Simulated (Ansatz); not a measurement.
Born–Oppenheimer molecular dynamics of a periodic cell of 27 atoms, Zr (surface Zr(0001)). It goes on from the last frame of an earlier run, with new velocities.

Level of theory: DFT PBE, scalar-relativistic, plane waves, PAW in Ansatz. Settings: cutoff 420 eV, k mesh 2x2x1, fermi-dirac smearing 0.15 eV, no spin polarisation.

```json
{
  "ensemble": "NVT, Nosé–Hoover chain",
  "time step": "3 fs",
  "steps asked": "200",
  "set temperature": "2400 K",
  "thermostat": "time constant 5 fs, chain length 1",
  "atoms held": "1 to 9",
  "seed": "529647"
}
```

Frames 6 fs apart, positions in Å, forces in eV/Å.

Velocities at 480 fs (Å/ps):

```
Zr 0.00 0.00 0.00
Zr 0.00 0.00 0.00
Zr 0.00 0.00 0.00
Zr 0.00 0.00 0.00
Zr 0.00 0.00 0.00
Zr 0.00 0.00 0.00
Zr 0.00 0.00 0.00
Zr 0.00 0.00 0.00
Zr 0.00 0.00 0.00
Zr 0.40 6.29 8.51
Zr -2.83 -1.56 2.22
Zr 2.88 6.02 0.38
Zr -0.72 3.01 -2.16
Zr -2.91 -0.66 2.75
Zr -1.40 -3.23 -7.96
Zr -1.62 -2.87 6.91
Zr 3.44 -9.23 -5.53
Zr -5.60 8.65 -10.23
Zr -5.78 1.93 -1.74
Zr 2.77 0.14 -2.30
Zr 0.63 -2.93 -4.30
Zr -3.88 4.62 0.86
Zr -1.63 -4.34 8.68
Zr 5.81 -2.65 -4.29
Zr 6.13 -1.25 3.78
Zr 3.51 -5.99 -8.67
Zr -1.71 6.17 -2.53
```

```xyz
27
Lattice="9.6900 0.0000 0.0000 4.8450 8.3918 0.0000 0.0000 0.0000 16.1454" Properties=species:S:1:pos:R:3:forces:R:3 time_fs=480 energy_less_start_eV=3.784 T=2385
Zr 0.000 0.000 1.000 -0.07 0.19 0.18
Zr 3.230 0.000 1.000 0.45 -0.05 -0.08
Zr 6.460 0.000 1.000 -0.07 -0.02 0.58
Zr 1.615 2.797 1.000 -0.58 0.58 -0.60
Zr 4.845 2.797 1.000 0.24 -0.10 0.67
Zr 8.075 2.797 1.000 0.00 0.11 0.45
Zr 3.230 5.595 1.000 0.17 -0.14 0.75
Zr 6.460 5.595 1.000 -0.15 -0.29 0.63
Zr 9.690 5.595 1.000 -0.04 0.24 0.57
Zr 0.189 2.010 3.594 -1.38 0.02 0.02
Zr 2.870 2.090 3.380 2.12 -0.05 0.78
Zr 6.826 1.922 3.809 -0.21 -0.33 -0.29
Zr 1.742 4.940 3.772 0.77 0.59 -1.77
Zr 5.367 4.661 4.139 -0.72 0.01 -0.33
Zr 8.281 5.133 3.829 0.31 -0.59 -1.67
Zr 3.452 7.444 3.579 -0.81 -0.50 -1.06
Zr 6.578 7.524 3.483 -1.36 -0.02 -0.53
Zr 9.559 7.986 3.834 1.12 0.34 -1.28
Zr -0.720 0.015 5.885 0.73 0.24 0.71
Zr 2.481 0.122 5.968 0.88 2.09 0.21
Zr 6.170 0.134 6.652 0.40 0.23 -0.53
Zr 1.054 3.722 6.049 0.26 -2.64 0.82
Zr 4.492 2.094 5.909 0.59 1.55 -0.13
Zr 7.828 3.545 6.035 -1.17 -1.23 0.99
Zr 3.517 4.945 6.527 -0.09 1.38 -0.54
Zr 6.712 6.338 6.725 -1.29 -2.20 -0.18
Zr 9.814 6.154 5.978 -0.08 0.57 1.64
27
Lattice="9.6900 0.0000 0.0000 4.8450 8.3918 0.0000 0.0000 0.0000 16.1454" Properties=species:S:1:pos:R:3:forces:R:3 time_fs=486 energy_less_start_eV=3.809 T=2419
Zr 0.000 0.000 1.000 -0.11 0.25 0.28
Zr 3.230 0.000 1.000 0.41 0.03 -0.22
Zr 6.460 0.000 1.000 -0.02 0.00 0.56
Zr 1.615 2.797 1.000 -0.61 0.57 -0.51
Zr 4.845 2.797 1.000 0.20 -0.15 0.71
Zr 8.075 2.797 1.000 0.04 0.09 0.40
Zr 3.230 5.595 1.000 0.18 -0.09 0.77
Zr 6.460 5.595 1.000 -0.19 -0.41 0.50
Zr 9.690 5.595 1.000 -0.03 0.26 0.52
Zr 0.189 2.048 3.645 -1.36 -0.17 -0.19
Zr 2.857 2.080 3.395 2.07 0.08 0.74
Zr 6.843 1.958 3.811 -0.31 -0.54 -0.33
Zr 1.739 4.959 3.756 0.69 0.50 -1.61
Zr 5.348 4.657 4.155 -0.68 -0.04 -0.37
Zr 8.274 5.113 3.778 0.48 -0.62 -1.43
Zr 3.441 7.426 3.619 -0.76 -0.41 -1.20
Zr 6.596 7.469 3.449 -1.50 0.28 -0.31
Zr 9.527 8.039 3.770 1.32 0.07 -0.96
Zr -0.753 0.027 5.876 0.92 0.32 0.84
Zr 2.499 0.127 5.954 0.65 1.86 0.25
Zr 6.174 0.117 6.625 0.44 0.30 -0.47
Zr 1.032 3.745 6.055 0.53 -2.45 0.84
Zr 4.483 2.071 5.961 0.64 1.68 -0.28
Zr 7.861 3.527 6.011 -1.21 -1.20 1.05
Zr 3.553 4.940 6.548 -0.33 1.35 -0.61
Zr 6.731 6.298 6.672 -1.30 -1.94 -0.23
Zr 9.803 6.193 5.965 -0.15 0.39 1.22
27
Lattice="9.6900 0.0000 0.0000 4.8450 8.3918 0.0000 0.0000 0.0000 16.1454" Properties=species:S:1:pos:R:3:forces:R:3 time_fs=492 energy_less_start_eV=3.824 T=2414
Zr 0.000 0.000 1.000 -0.14 0.30 0.34
Zr 3.230 0.000 1.000 0.33 0.10 -0.38
Zr 6.460 0.000 1.000 0.03 0.03 0.54
Zr 1.615 2.797 1.000 -0.62 0.55 -0.39
Zr 4.845 2.797 1.000 0.16 -0.20 0.76
Zr 8.075 2.797 1.000 0.07 0.08 0.34
Zr 3.230 5.595 1.000 0.20 -0.04 0.79
Zr 6.460 5.595 1.000 -0.23 -0.54 0.35
Zr 9.690 5.595 1.000 -0.01 0.28 0.45
Zr 0.183 2.086 3.696 -1.26 -0.34 -0.41
Zr 2.852 2.071 3.413 1.90 0.24 0.67
Zr 6.859 1.992 3.811 -0.42 -0.76 -0.38
Zr 1.739 4.981 3.733 0.57 0.35 -1.39
Zr 5.326 4.653 4.170 -0.62 -0.11 -0.43
Zr 8.268 5.090 3.721 0.62 -0.66 -1.12
Zr 3.427 7.406 3.654 -0.70 -0.32 -1.28
Zr 6.608 7.414 3.414 -1.56 0.60 -0.03
Zr 9.501 8.092 3.702 1.50 -0.21 -0.58
Zr -0.783 0.040 5.870 1.11 0.39 0.94
Zr 2.520 0.139 5.941 0.38 1.54 0.29
Zr 6.181 0.101 6.596 0.49 0.38 -0.40
Zr 1.011 3.759 6.065 0.81 -2.21 0.82
Zr 4.477 2.054 6.012 0.69 1.78 -0.40
Zr 7.889 3.504 5.990 -1.23 -1.13 1.08
Zr 3.589 4.940 6.568 -0.56 1.30 -0.65
Zr 6.745 6.250 6.619 -1.24 -1.57 -0.31
Zr 9.792 6.233 5.958 -0.26 0.15 0.78
27
Lattice="9.6900 0.0000 0.0000 4.8450 8.3918 0.0000 0.0000 0.0000 16.1454" Properties=species:S:1:pos:R:3:forces:R:3 time_fs=498 energy_less_start_eV=3.866 T=2369
Zr 0.000 0.000 1.000 -0.17 0.34 0.38
Zr 3.230 0.000 1.000 0.24 0.18 -0.54
Zr 6.460 0.000 1.000 0.09 0.06 0.51
Zr 1.615 2.797 1.000 -0.62 0.52 -0.27
Zr 4.845 2.797 1.000 0.13 -0.24 0.79
Zr 8.075 2.797 1.000 0.10 0.07 0.28
Zr 3.230 5.595 1.000 0.22 0.01 0.80
Zr 6.460 5.595 1.000 -0.27 -0.67 0.17
Zr 9.690 5.595 1.000 0.02 0.30 0.37
Zr 0.173 2.122 3.745 -1.10 -0.49 -0.65
Zr 2.854 2.063 3.433 1.64 0.44 0.56
Zr 6.873 2.022 3.810 -0.54 -0.96 -0.42
Zr 1.740 5.003 3.706 0.40 0.17 -1.13
Zr 5.302 4.649 4.183 -0.54 -0.19 -0.52
Zr 8.264 5.064 3.660 0.69 -0.70 -0.76
Zr 3.410 7.385 3.684 -0.62 -0.21 -1.32
Zr 6.615 7.362 3.378 -1.54 0.95 0.28
Zr 9.480 8.144 3.632 1.66 -0.50 -0.17
Zr -0.809 0.055 5.868 1.28 0.44 0.99
Zr 2.542 0.156 5.930 0.11 1.16 0.31
Zr 6.189 0.086 6.566 0.53 0.46 -0.32
Zr 0.993 3.764 6.078 1.08 -1.93 0.78
Zr 4.473 2.044 6.062 0.73 1.85 -0.49
Zr 7.913 3.477 5.975 -1.24 -1.03 1.07
Zr 3.622 4.945 6.585 -0.78 1.26 -0.68
Zr 6.754 6.196 6.564 -1.13 -1.16 -0.37
Zr 9.780 6.273 5.953 -0.38 -0.12 0.36
27
Lattice="9.6900 0.0000 0.0000 4.8450 8.3918 0.0000 0.0000 0.0000 16.1454" Properties=species:S:1:pos:R:3:forces:R:3 time_fs=504 energy_less_start_eV=3.964 T=2376
Zr 0.000 0.000 1.000 -0.19 0.37 0.41
Zr 3.230 0.000 1.000 0.12 0.25 -0.73
Zr 6.460 0.000 1.000 0.16 0.09 0.45
Zr 1.615 2.797 1.000 -0.61 0.49 -0.14
Zr 4.845 2.797 1.000 0.11 -0.28 0.82
Zr 8.075 2.797 1.000 0.12 0.05 0.22
Zr 3.230 5.595 1.000 0.25 0.06 0.80
Zr 6.460 5.595 1.000 -0.32 -0.81 -0.03
Zr 9.690 5.595 1.000 0.07 0.34 0.28
Zr 0.159 2.156 3.792 -0.88 -0.65 -0.89
Zr 2.862 2.056 3.455 1.32 0.66 0.44
Zr 6.885 2.049 3.808 -0.68 -1.16 -0.47
Zr 1.744 5.026 3.674 0.22 -0.04 -0.87
Zr 5.277 4.644 4.193 -0.46 -0.28 -0.64
Zr 8.263 5.036 3.596 0.71 -0.72 -0.39
Zr 3.391 7.363 3.710 -0.52 -0.09 -1.31
Zr 6.615 7.313 3.344 -1.45 1.31 0.63
Zr 9.465 8.195 3.561 1.80 -0.78 0.25
Zr -0.830 0.071 5.869 1.43 0.48 1.00
Zr 2.564 0.178 5.920 -0.16 0.76 0.30
Zr 6.199 0.073 6.534 0.58 0.54 -0.25
Zr 0.979 3.762 6.095 1.33 -1.64 0.72
Zr 4.472 2.041 6.109 0.76 1.91 -0.55
Zr 7.932 3.446 5.963 -1.25 -0.91 1.05
Zr 3.652 4.955 6.599 -0.97 1.21 -0.68
Zr 6.758 6.138 6.508 -0.96 -0.72 -0.41
Zr 9.767 6.313 5.949 -0.52 -0.43 0.01
27
Lattice="9.6900 0.0000 0.0000 4.8450 8.3918 0.0000 0.0000 0.0000 16.1454" Properties=species:S:1:pos:R:3:forces:R:3 time_fs=510 energy_less_start_eV=4.130 T=2415
Zr 0.000 0.000 1.000 -0.22 0.39 0.42
Zr 3.230 0.000 1.000 -0.01 0.32 -0.91
Zr 6.460 0.000 1.000 0.23 0.11 0.37
Zr 1.615 2.797 1.000 -0.58 0.45 -0.01
Zr 4.845 2.797 1.000 0.09 -0.32 0.83
Zr 8.075 2.797 1.000 0.14 0.03 0.15
Zr 3.230 5.595 1.000 0.29 0.11 0.78
Zr 6.460 5.595 1.000 -0.37 -0.93 -0.24
Zr 9.690 5.595 1.000 0.13 0.38 0.16
Zr 0.141 2.188 3.836 -0.60 -0.80 -1.14
Zr 2.876 2.052 3.480 0.96 0.88 0.32
Zr 6.895 2.072 3.803 -0.82 -1.34 -0.50
Zr 1.748 5.050 3.638 0.01 -0.27 -0.60
Zr 5.248 4.637 4.202 -0.38 -0.38 -0.80
Zr 8.265 5.005 3.530 0.66 -0.72 0.00
Zr 3.369 7.340 3.730 -0.40 0.04 -1.24
Zr 6.611 7.268 3.311 -1.31 1.64 0.99
Zr 9.457 8.243 3.490 1.89 -1.02 0.66
Zr -0.845 0.090 5.874 1.57 0.49 0.95
Zr 2.587 0.204 5.911 -0.40 0.38 0.27
Zr 6.212 0.062 6.501 0.61 0.61 -0.17
Zr 0.971 3.753 6.114 1.53 -1.34 0.65
Zr 4.474 2.045 6.156 0.79 1.96 -0.58
Zr 7.946 3.410 5.955 -1.25 -0.77 1.02
Zr 3.680 4.970 6.611 -1.14 1.16 -0.67
Zr 6.760 6.076 6.449 -0.76 -0.29 -0.42
Zr 9.751 6.352 5.946 -0.64 -0.76 -0.29
27
Lattice="9.6900 0.0000 0.0000 4.8450 8.3918 0.0000 0.0000 0.0000 16.1454" Properties=species:S:1:pos:R:3:forces:R:3 time_fs=516 energy_less_start_eV=4.358 T=2401
Zr 0.000 0.000 1.000 -0.25 0.41 0.42
Zr 3.230 0.000 1.000 -0.14 0.39 -1.09
Zr 6.460 0.000 1.000 0.32 0.13 0.27
Zr 1.615 2.797 1.000 -0.55 0.42 0.11
Zr 4.845 2.797 1.000 0.08 -0.35 0.85
Zr 8.075 2.797 1.000 0.15 -0.01 0.06
Zr 3.230 5.595 1.000 0.34 0.15 0.74
Zr 6.460 5.595 1.000 -0.43 -1.04 -0.45
Zr 9.690 5.595 1.000 0.22 0.42 0.02
Zr 0.120 2.218 3.876 -0.27 -0.95 -1.39
Zr 2.893 2.051 3.506 0.59 1.09 0.21
Zr 6.902 2.091 3.797 -0.97 -1.50 -0.54
Zr 1.753 5.072 3.598 -0.19 -0.51 -0.35
Zr 5.218 4.629 4.208 -0.32 -0.48 -0.97
Zr 8.269 4.970 3.462 0.57 -0.67 0.40
Zr 3.345 7.317 3.747 -0.26 0.19 -1.13
Zr 6.601 7.229 3.281 -1.13 1.90 1.33
Zr 9.456 8.288 3.420 1.92 -1.21 1.06
Zr -0.855 0.111 5.883 1.68 0.47 0.86
Zr 2.608 0.231 5.902 -0.59 0.03 0.21
Zr 6.227 0.053 6.467 0.62 0.68 -0.10
Zr 0.967 3.739 6.136 1.68 -1.05 0.58
Zr 4.480 2.057 6.201 0.79 1.99 -0.57
Zr 7.956 3.371 5.951 -1.25 -0.63 1.02
Zr 3.703 4.990 6.621 -1.29 1.10 -0.63
Zr 6.758 6.012 6.387 -0.56 0.13 -0.39
Zr 9.732 6.389 5.941 -0.75 -1.11 -0.53
27
Lattice="9.6900 0.0000 0.0000 4.8450 8.3918 0.0000 0.0000 0.0000 16.1454" Properties=species:S:1:pos:R:3:forces:R:3 time_fs=522 energy_less_start_eV=4.613 T=2375
Zr 0.000 0.000 1.000 -0.27 0.42 0.41
Zr 3.230 0.000 1.000 -0.28 0.44 -1.24
Zr 6.460 0.000 1.000 0.41 0.12 0.15
Zr 1.615 2.797 1.000 -0.51 0.38 0.22
Zr 4.845 2.797 1.000 0.06 -0.37 0.86
Zr 8.075 2.797 1.000 0.17 -0.06 -0.03
Zr 3.230 5.595 1.000 0.40 0.19 0.68
Zr 6.460 5.595 1.000 -0.49 -1.11 -0.65
Zr 9.690 5.595 1.000 0.31 0.48 -0.14
Zr 0.098 2.245 3.912 0.08 -1.09 -1.63
Zr 2.913 2.054 3.534 0.24 1.27 0.13
Zr 6.905 2.104 3.788 -1.09 -1.62 -0.57
Zr 1.756 5.094 3.557 -0.39 -0.74 -0.12
Zr 5.186 4.619 4.210 -0.29 -0.57 -1.16
Zr 8.275 4.932 3.395 0.42 -0.57 0.79
Zr 3.321 7.295 3.759 -0.10 0.34 -1.00
Zr 6.586 7.196 3.256 -0.93 2.07 1.63
Zr 9.463 8.330 3.353 1.88 -1.34 1.42
Zr -0.859 0.134 5.896 1.77 0.42 0.73
Zr 2.628 0.259 5.894 -0.71 -0.25 0.14
Zr 6.245 0.047 6.432 0.61 0.72 -0.04
Zr 0.971 3.721 6.160 1.78 -0.78 0.52
Zr 4.488 2.077 6.245 0.79 2.00 -0.54
Zr 7.961 3.329 5.950 -1.24 -0.47 1.06
Zr 3.722 5.014 6.628 -1.40 1.05 -0.59
Zr 6.754 5.947 6.323 -0.40 0.51 -0.34
Zr 9.710 6.422 5.935 -0.82 -1.43 -0.70
```

Of the whole run (600 fs, mean temperature of the second half 2401 K): The conserved energy stayed within 0.24 meV per atom of its start (net change 0.12 meV per atom), so the integration is sound. A run of 0.6 ps of so small a system gives no equilibrium averages. Limits of this set-up: coarse k mesh, thin slab, slab without dipole correction, a typed lattice constant that wasn't relaxed here.

The run took 19 min on 4 threads of AMD EPYC 9R45 96-Core Processor (Zen 5) (shared host), peak memory 5.6 GiB.
